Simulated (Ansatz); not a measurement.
**MgB2: properties at the relaxed cell**

One table from this session's results is given with a row withheld; the runs are named, their logs left out.

Method: DFT PBE, scalar-relativistic, plane waves, PAW, in Ansatz 0.2.0.

1 further run of the same task is left out (set aside as unsound or not needed).

## Starting point

Symmetry: P6/mmm, No. 191, hexagonal system. Conventional cell: a = 3.076 Å, b = 3.076 Å, c = 3.522 Å, α = 90.00°, β = 90.00°, γ = 120.00°. Around Mg (site symmetry 6/mmm) lie 12 B at 2.50 Å. B (site symmetry -6m2) has 3 B at 1.78 Å and 6 Mg at 2.50 Å as nearest neighbours.

Coordinates:

```
CELL_PARAMETERS angstrom
3.07589 0.00000 0.00000
-1.53795 2.66380 0.00000
0.00000 0.00000 3.52241
ATOMIC_POSITIONS crystal
Mg 0.00000 0.00000 0.00000
B 0.33333 0.66667 0.50000
B 0.66667 0.33333 0.50000
```

This cell was relaxed beforehand with the same method: volume 9.62 Å³/atom, gap on the mesh none (metal).

Set-up of the first run:

Contents of input.yaml:

```yaml
crystal:
  lattice:
    - [3.0758935131, 0.0, 0.0]
    - [-1.5379467566, 2.6638019217, 0.0]
    - [0.0, 0.0, 3.5224067905]
  atoms:
    - { symbol: Mg, position: [0.0, 0.0, 0.0] }
    - { symbol: B, position: [0.3333333333, 0.6666666667, 0.5] }
    - { symbol: B, position: [0.6666666667, 0.3333333333, 0.5] }
basis:
  ecutwfc: 420
kpoints:
  mp_grid: { grid: [18, 18, 12] }
  band_path:
    path:
      - [[0.0, 0.0, 0.0], [0.5, 0.0, 0.0], [0.33333333, 0.33333333, 0.0], [0.0, 0.0, 0.0], [0.0, 0.0, 0.5], [0.5, 0.0, 0.5], [0.33333333, 0.33333333, 0.5], [0.0, 0.0, 0.5]]
      - [[0.5, 0.0, 0.5], [0.5, 0.0, 0.0]]
      - [[0.33333333, 0.33333333, 0.5], [0.33333333, 0.33333333, 0.0]]
    npoints: 14
hamiltonian:
  xc: pbe
scf:
  occupations: { method: gaussian, width: 0.1 }
  n_extra_bands: 7
output:
  forces: true
  stress: true
  eigenvalues: true
  populations: true
  dos: { projected: true, de: 0.02, nscf_kmesh: { grid: [27, 27, 18] } }
  bader: true
  write_density: true
  write_potential: true
  elf: true
  volumetric_format: npy
```

The run is started by

```bash
$ ansatz run input.yaml --threads 1 --pin off --max-ram 2560MiB --backend cpu --events-out ev --progress --plain --runs-dir out
```

Steps of the session up to this table: Electronic structure at the relaxed geometry; Point at V/V0 = 0.97; Point at V/V0 = 1.03; Point at V/V0 = 0.94; Point at V/V0 = 1.06.

One of the session's tables, all rows but one given; the rest of the session is left out.

It belongs to the step «Fit of the equation of state». 

| volume (Å³/atom) | energy above the lowest point (meV/atom) | pressure (GPa) |
| --- | --- | --- |
| 9.043 | 17.0 | 9.94 |
| 9.332 | ? | ? |
| 9.620 | 0.0 | 0.00 |
| 9.909 | 3.7 | -4.00 |
| 10.198 | 14.2 | -7.49 |

Q: Estimate the row for volume (Å³/atom) = 9.332 from the others.

Worked estimate for «energy above the lowest point (meV/atom)». A straight line through the neighbours (9.043, 17.0) and (9.620, 0.0) gives 17.0 + (0.0 − 17.0) × (9.332 − 9.043) / (9.620 − 9.043) = 8.5; a parabola fitted to 3 rows on both sides gives 4.4.

The run gave: energy above the lowest point (meV/atom): 4.0; pressure (GPa): 4.61. In «energy above the lowest point (meV/atom)» the line misses by +4.5 and the parabola by +0.4.
